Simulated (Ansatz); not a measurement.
Si in Ansatz: the effect of exact exchange

Si:

```
CELL_PARAMETERS angstrom
0.00000 2.72185 2.72185
2.72185 0.00000 2.72185
2.72185 2.72185 0.00000
ATOMIC_POSITIONS crystal
Si 0.50000 0.50000 0.50000
Si 0.75000 0.75000 0.75000
```

Alike in all runs:

- Program: Ansatz 0.2.0
- Task: single point
- Functional: HSE06 form with a typed share of exact exchange
- Potentials or basis: Ansatz PAW
- Cutoff: 420 eV (not typed: the program's choice for these potentials)
- k mesh: 4 × 4 × 4
- Occupations: fermi-dirac, width 0.05 eV
- Spin: no spin polarisation

```tsv
exact exchange	gap on the mesh (eV)	pressure (GPa)
0.05	0.83	1.6
0.1	?	?
0.15	1.08	1.0
0.2	1.21	0.7
0.25	1.34	0.4
0.3	1.48	0.1
0.4	1.76	-0.5
0.5	2.04	-1.1
```

What does the run with exact exchange 0.1 give?

gap on the mesh 0.95 eV; pressure 1.3 GPa.

Worked out: A parabola through the other rows of the gap on the mesh, of slope 2.53 eV per unit of exact exchange there, gives 0.95 eV, against the run's 0.95. A straight line through the other rows of the pressure, of slope -6 GPa per unit of exact exchange, gives 1.3 GPa, against the run's 1.3.

Caveats: all runs use coarse meshes; the PAW data sets come from PBE, with cores solved anew for the run's functional, which leaves a small shift of forces and pressure; the thresholds are loose for stress.

A k mesh can miss the band edges.
